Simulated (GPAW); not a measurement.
Crystal: W.

```
W
1.0
    -1.58234    1.58234    1.58234
     1.58234   -1.58234    1.58234
     1.58234    1.58234   -1.58234
W
1
Cartesian
  0.0000 0.0000 0.0000
```

```yaml
Program: GPAW 26.7.0
Task: relaxation of cell and atoms
Functional: PBEsol
Dispersion: D3(BJ)+ATM
Potentials_or_basis: PAW data sets generated in the run's folder for this functional
Cutoff: 600 eV
Basis: pw
k_mesh: 12 × 12 × 12
Occupations: fermi-dirac, width 0.05 eV
Spin: no spin polarisation
```

At the start: pressure -9.3 GPa; volume 15.85 Å³/atom.

Task: How do energy, volume and symmetry change on relaxing?

Result: Over 3 steps the energy falls by 13.5 meV/atom and the volume is 15.39 Å³/atom (-2.9 %); space group Im-3m (No. 229, to 0.05 Å).

Step by step:
```csv
step,energy change (eV),largest force (eV/Å),pressure (GPa),volume (Å³)
1,0.0000,0.0000,-9.31,15.85
2,-0.0120,0.0000,3.27,15.23
3,-0.0135,0.0000,-0.08,15.39
```

Final structure:
```
W
1.0
    -1.56685    1.56685    1.56685
     1.56685   -1.56685    1.56685
     1.56685    1.56685   -1.56685
W
1
Direct
  0.00000 0.00000 0.00000
```

Caveat: later steps reuse the first step's grids; pairwise dispersion overbinds metals, which lowers pressure and volume.
